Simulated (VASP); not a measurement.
The system is SnO2.

```
Sn O
1.0
     3.23058    0.00000    0.00000
    -1.61529    2.79776    0.00000
     0.00000    0.00000   10.79056
Sn O
2 4
Direct
  0.00000 0.00000 0.50000
  0.00000 0.00000 0.00000
  0.66667 0.33333 0.40586
  0.66667 0.33333 0.09414
  0.33333 0.66667 0.59414
  0.33333 0.66667 0.90586
```

Measurements of this composition are mostly on another form, of space group No. 136.

Base run:

| Quantity | Value |
| --- | --- |
| Program | VASP 6.6.1 |
| Functional | PBE |
| Potentials or basis | VASP PAW PBE potentials, release 64 (Sn_d, O) |
| Cutoff | 520 eV |
| k mesh | 8 × 8 × 2 |
| Occupations | gaussian, width 0.01 eV |
| Spin | no spin polarisation |

Its results: band gap on the k mesh 2.09 eV, indirect (least direct gap 2.48 eV); pressure 0.1 GPa; largest force 0.046 eV/Å.

Problem. The run is repeated on the same cell with these changes: k mesh from 8 × 8 × 2 to 3 × 3 × 1; further incar settings from ALGO = Normal; EDIFF = 1e-06; NBANDS = 35 to ALGO = Fast; EDIFF = 1e-06; NBANDS = 35. What comes out?

Solution. Band gap on the k mesh 2.15 eV, indirect (least direct gap 2.47 eV); pressure 0.3 GPa; largest force 0.105 eV/Å.

Caveats: some runs use coarse meshes; spin-orbit coupling is left out, which moves the levels of the heavy elements; an odd mesh through Γ misses points on the zone boundary, where band edges often lie (some runs).
